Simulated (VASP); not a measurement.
A calculation with VASP 6.6.1 of AlCo (native input, structure from a POSCAR):

Contents of INCAR:

```
  ALGO = Normal
  EDIFF = 1E-6
  ENCUT = 520
  GGA = PS
  ISIF = 2
  ISMEAR = 0
  ISPIN = 2
  LASPH = True
  LCHARG = True
  LELF = True
  LMAXMIX = 4
  LORBIT = 11
  LREAL = False
  LVHAR = True
  LWAVE = False
  MAGMOM = 2 0
  NBANDS = 17
  NELM = 120
  PREC = Accurate
  SIGMA = 0.02
```

KPOINTS

```
k-points
0
Gamma
  9 9 9
```

Contents of POSCAR:

```
AlCo
2.8194
    1.000001138540      0.000000000000      0.000000000000
    0.000000000000      1.000001138540      0.000000000000
    0.000000000000      0.000000000000      1.000001138540
Co Al
1 1
Direct
    0.5000000000      0.5000000000      0.5000000000
    0.0000000000      0.0000000000      0.0000000000
```

Potentials or basis: VASP PAW PBE potentials, release 64 (Co, Al).

The run is started by

```bash
$ cat potpaw_PBE.64/Co/POTCAR potpaw_PBE.64/Al/POTCAR > POTCAR
$ mpirun -np 1 vasp_std > vasp.out
```

The cell is a database's computed one.

Question: Write the same calculation in another form: ASE script, structure from a CIF.

Answer: As run:

Contents of run.py:

```python
from ase.calculators.vasp import Vasp
from ase.dft.bandgap import bandgap
from ase.io import read

atoms = read('AlCo.cif', primitive_cell=True, subtrans_included=False)
atoms.set_initial_magnetic_moments([2.0, 0.0])
calc = Vasp(
    directory='calc',
    xc='pbesol',
    pp='PBE',
    setups='materialsproject',
    prec='Accurate',
    encut=520,
    ediff=1e-06,
    ismear=0,
    sigma=0.02,
    lreal=False,
    lasph=True,
    nelm=100,
    algo='Fast',
    isif=2,
    lwave=False,
    lcharg=True,
    ispin=2,
    lorbit=11,
    lmaxmix=4,
    lelf=True,
    lvhar=True,
    kpts=[9, 9, 9],
    gamma=True,
    nbands=17,
)
atoms.calc = calc

print('energy (eV):', atoms.get_potential_energy())
print('free energy (eV):', atoms.get_potential_energy(force_consistent=True))
print('forces (eV/A):')
print(atoms.get_forces())
print('stress (eV/A^3, Voigt):', atoms.get_stress())
print('Fermi level (eV):', calc.get_fermi_level())
print('moment (muB):', atoms.get_magnetic_moment())
print('site moments (muB):', atoms.get_magnetic_moments())
gap, top, bottom = bandgap(calc)
print('band gap (eV):', gap, 'from (spin, k, band)', top, 'to', bottom)
```

File AlCo.cif:

```cif
data_AlCo
_cell_length_a 2.81940321
_cell_length_b 2.81940321
_cell_length_c 2.81940321
_cell_angle_alpha 90.00000000
_cell_angle_beta 90.00000000
_cell_angle_gamma 90.00000000
_space_group_name_H-M_alt 'Pm-3m'
_space_group_name_Hall '-P 4 2 3'
_space_group_IT_number 221
loop_
_space_group_symop_operation_xyz
'x,y,z'
'-x,-y,-z'
'-y,x,z'
'y,-x,-z'
'-x,-y,z'
'x,y,-z'
'y,-x,z'
'-y,x,-z'
'x,-y,-z'
'-x,y,z'
'-y,-x,-z'
'y,x,z'
'-x,y,-z'
'x,-y,z'
'y,x,-z'
'-y,-x,z'
'z,x,y'
'-z,-x,-y'
'z,-y,x'
'-z,y,-x'
'z,-x,-y'
'-z,x,y'
'z,y,-x'
'-z,-y,x'
'-z,x,-y'
'z,-x,y'
'-z,-y,-x'
'z,y,x'
'-z,-x,y'
'z,x,-y'
'-z,y,x'
'z,-y,-x'
'y,z,x'
'-y,-z,-x'
'x,z,-y'
'-x,-z,y'
'-y,z,-x'
'y,-z,x'
'-x,z,y'
'x,-z,-y'
'-y,-z,x'
'y,z,-x'
'-x,-z,-y'
'x,z,y'
'y,-z,-x'
'-y,z,x'
'x,-z,y'
'-x,z,-y'
loop_
_atom_site_label
_atom_site_type_symbol
_atom_site_symmetry_multiplicity
_atom_site_Wyckoff_symbol
_atom_site_fract_x
_atom_site_fract_y
_atom_site_fract_z
_atom_site_occupancy
Co1 Co 1 b 0.5000000000 0.5000000000 0.5000000000 1
Al1 Al 1 a 0.0000000000 0.0000000000 0.0000000000 1
```

Potentials or basis: VASP PAW PBE potentials, release 64 (Co, Al).

Launch:

```console
$ python run.py
```

Both were run:

|  | native input, structure from a POSCAR | ASE script, structure from a CIF |
| --- | --- | --- |
| Pressure | 0.9 GPa | 0.7 GPa |
| Band gap on the k mesh | none (metal or under the smearing width) | none (metal or under the smearing width) |
| Net moment | -0.01 μB per cell | 0.00 μB per cell |
| Valence electrons inside the program's atomic spheres | Co 8.52; Al 0.84 | Co 8.52; Al 0.84 |

Keys that steer only the numerical path or the files written may differ.

Caveat: the starting moments collapsed, and a magnetic state may lie lower; the PAW data sets were made with another functional, which shifts forces and pressure a little.
